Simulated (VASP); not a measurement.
Crystal: Sb.

```
Sb
1.0
    -1.87134    1.87134    1.87134
     1.87134   -1.87134    1.87134
     1.87134    1.87134   -1.87134
Sb
1
Direct
  0.00000 0.00000 0.00000
```

This isn't the form of Sb at room conditions, which is rhombohedral.

* Program: VASP 6.6.1
* Task: relaxation of cell and atoms
* Functional: r2SCAN
* Potentials or basis: VASP PAW PBE potentials, release 64 (Sb)
* Cutoff: 600 eV
* k mesh: 8 × 8 × 8
* Occupations: fermi-dirac, width 0.05 eV
* Spin: no spin polarisation

At the start: pressure 1.3 GPa; volume 26.21 Å³/atom.

Task: How do energy, volume and symmetry change on relaxing?

Result: Over 3 steps the energy falls by 2.1 meV/atom and the volume is 26.73 Å³/atom (+2.0 %); space group Im-3m (No. 229, to 0.05 Å).

Step by step:
| step | energy change (eV) | largest force (eV/Å) | pressure (GPa) | volume (Å³) |
| --- | --- | --- | --- | --- |
| 1 | 0.0000 | 0.0000 | 1.32 | 26.21 |
| 2 | -0.0014 | 0.0000 | -0.76 | 27.04 |
| 3 | -0.0021 | 0.0000 | 0.01 | 26.73 |

Final structure:
```yaml
crystal:
  lattice:
    - [-1.88350, 1.88350, 1.88350]
    - [1.88350, -1.88350, 1.88350]
    - [1.88350, 1.88350, -1.88350]
  atoms:
    - { symbol: Sb, position: [0.00000, 0.00000, 0.00000] }
```

Caveat: the PAW data sets were made with another functional, which shifts forces and pressure a little.
